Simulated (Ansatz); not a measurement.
A free-standing puckered monolayer of Bi, relaxed with r2SCAN, was run in Ansatz 0.2.0 under altered settings. All numbers are computed, without spin polarisation but where a row says otherwise.

```yaml
crystal:
  lattice:
    - [5.11825, 0.00000, 0.00000]
    - [0.00000, 4.51970, 0.00000]
    - [0.00000, 0.00000, 29.35979]
  atoms:
    - { symbol: Bi, position: [0.04808, 0.00000, 0.37387] }
    - { symbol: Bi, position: [0.45192, 0.50000, 0.37387] }
    - { symbol: Bi, position: [0.54808, 0.50000, 0.27328] }
    - { symbol: Bi, position: [0.95192, 0.00000, 0.27328] }
```
The sheet repeats along a and b alone.

The base run's other keys:
```yaml
crystal:
  periodic: [true, true, false]
kpoints:
  mp_grid: { grid: [4, 4, 1] }
hamiltonian:
  xc: pbe
scf:
  occupations: { method: fixed }
  n_extra_bands: 5
```

It takes 7 iterations with 13381 plane waves at 420 eV and 9 k points, and leaves a mean stress of +0.54 N/m. The gap over this mesh is 0.550 eV. It ran on 4 threads of Arm Neoverse N1, with other jobs on the host.

Outcomes, with energy and stress as changes against the base:
```csv
setting,outcome,ΔF (meV/atom),Δ mean stress (N/m),gap on the mesh (eV),iterations,wall time
scf.mixing.ndim: 2,converged,0.0,0.00,0.550,9,11 s
scf.mixing.beta: 1.0,converged,0.0,0.00,0.550,7,8.8 s
scf.occupations: cold 0.2,"converged, warned",+0.5,0.00,0.550,6,8.2 s
scf.occupations: gaussian 0.5,converged,-4.6,-0.12,0.558,7,9.1 s
basis.ecutwfc: 750,converged,-1.5,0.00,0.550,7,22 s
basis.ecutwfc: 350,"converged, warned",+4.0,0.00,0.549,7,6.8 s
scf.occupations: cold 0.001,converged,0.0,0.00,0.550,7,9.5 s
"kpoints.mp_grid.shift: [0, 0, 0.5]",converged,0.0,0.00,0.550,7,8.9 s
scf.mixing.preconditioner: kerker,"converged, warned",0.0,0.00,0.550,32,36 s
"kpoints.mp_grid.grid: [3, 3, 1]",converged,+16.9,-0.30,0.568,6,4.4 s
"kpoints.mp_grid.grid: [1, 1, 1]",converged,+611,+4.29,0.516,8,1.9 s
scf.max_iter: 3,not converged,–,–,–,3,7.2 s
```
A dash marks a value that wasn't obtained or can't be compared. Stress is positive in compression. The base took 8.9 s.

- scf.occupations: cold 0.2. Energy, stress and gap stay within 1 meV an atom, 0.1 N/m and 0.005 eV of the base. The term −TS is +0.5 meV an atom, of a sign that arises since this scheme's broadening is partly negative. Warned: smearing energy in gap.
- scf.occupations: gaussian 0.5. The free energy moves by -4.6 meV an atom, the mean stress by -0.12 N/m and the gap on the mesh by +0.008 eV (to 0.558). The term −TS is -18.7 meV an atom. A width of 0.5 eV moves electrons across a gap of 0.55 eV: this is no longer the ground state.
- basis.ecutwfc: 350. 10067 plane waves in place of 13381. The free energy moves by +4.0 meV an atom, the mean stress by 0.00 N/m and the gap on the mesh by 0.000 eV (to 0.549). The basis is too small: these are errors of the cutoff. Warned: cutoff below recommended.
- scf.mixing.preconditioner: kerker. It converges in 32 iterations against the base's 7. The result is the base's, as it should be for a key that only affects how the solution is found. A lower state may exist. Warned: convergence withheld.
- kpoints.mp_grid.grid: [3, 3, 1]. The free energy moves by +16.9 meV an atom, the mean stress by -0.30 N/m and the gap on the mesh by +0.018 eV (to 0.568). The mesh is too coarse.
- kpoints.mp_grid.grid: [1, 1, 1]. The free energy moves by +611 meV an atom, the mean stress by +4.29 N/m and the gap on the mesh by -0.034 eV (to 0.516). The mesh is too coarse.
- scf.max_iter: 3. The run did not converge. It stopped after 3 iterations; the base needs 7. Nothing that it printed is a property of the solid. Error: did not converge after 3 iterations: dr2 = 3.42e-4 (threshold 1.00e-7), under the density mixer `msr1`, which `scf.mixing.algorithm: auto` chose by the deck's other keys (type `scf.mixing.algorithm: msr1` to keep it) […]

Within 1 meV an atom, 0.1 N/m and 0.005 eV of the base stay: scf.mixing.ndim: 2; scf.mixing.beta: 1.0; scf.occupations: cold 0.2; scf.occupations: cold 0.001; kpoints.mp_grid.shift: [0, 0, 0.5]; scf.mixing.preconditioner: kerker.

Spin-orbit coupling is left out; in compounds of Pb, Bi, Tl or Hg it can lower a gap by up to about 1 eV, split its edges or invert the bands.
